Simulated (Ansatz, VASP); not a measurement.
**AgI: VASP beside Ansatz**

INCAR

```
ALGO = Normal
EDIFF = 1E-7
ENCUT = 520
GGA = PE
ISIF = 2
ISMEAR = 0
LASPH = True
LCHARG = False
LREAL = False
LWAVE = False
NBANDS = 16
NELM = 100
PREC = Accurate
SIGMA = 0.01
```

Contents of KPOINTS:

```
k-points
0
Gamma
  4 4 4
```

Contents of POSCAR:

```
AgI
1.0
    0.0000000000      3.2885749210      3.2885749210
    3.2885749210      0.0000000000      3.2885749210
    3.2885749210      3.2885749210      0.0000000000
Ag I
1 1
Direct
    0.0000000000      0.0000000000      0.0000000000
    0.2500000000      0.2500000000      0.2500000000
```

Input for Ansatz:

```yaml
crystal:
  lattice:
    - [0.0, 3.288574921, 3.288574921]
    - [3.288574921, 0.0, 3.288574921]
    - [3.288574921, 3.288574921, 0.0]
  atoms:
    - { symbol: Ag, position: [0.0, 0.0, 0.0] }
    - { symbol: I, position: [0.25, 0.25, 0.25] }
kpoints:
  mp_grid: { grid: [4, 4, 4] }
hamiltonian:
  xc: pbe
scf:
  occupations: { method: fixed }
  n_extra_bands: 4
output:
  forces: true
  stress: true
  eigenvalues: true
  write_density: true
  write_potential: true
  elf: true
  volumetric_format: npy
```

The cell was built by a generator and needn't be a form met in nature.

Alike in both runs: task single point; functional PBE; k mesh 4 × 4 × 4; no spin polarisation.

|  | VASP | Ansatz |
| --- | --- | --- |
| version | VASP 6.6.1 | Ansatz 0.2.0 |
| potentials or method | VASP PAW PBE potentials, release 64 (Ag, I) | plane waves, PAW |
| plane-wave cutoff (eV) | 520 | 420 |
| occupations | gaussian, width 0.01 eV | fixed |
| valence electrons in the cell | 18 | 36 |

Ansatz gave:

```
gap on the k mesh at the Fermi level (eV) : 1.34
pressure (GPa)                            : 0.8
```

Task: Which values does VASP return?

Result: gap on the k mesh at the Fermi level (eV): 1.34; pressure (GPa): 0.7.

The two sets of potentials don't hold the same shells in valence.

Caveats: spin-orbit coupling is left out, which moves the levels of the heavy elements.
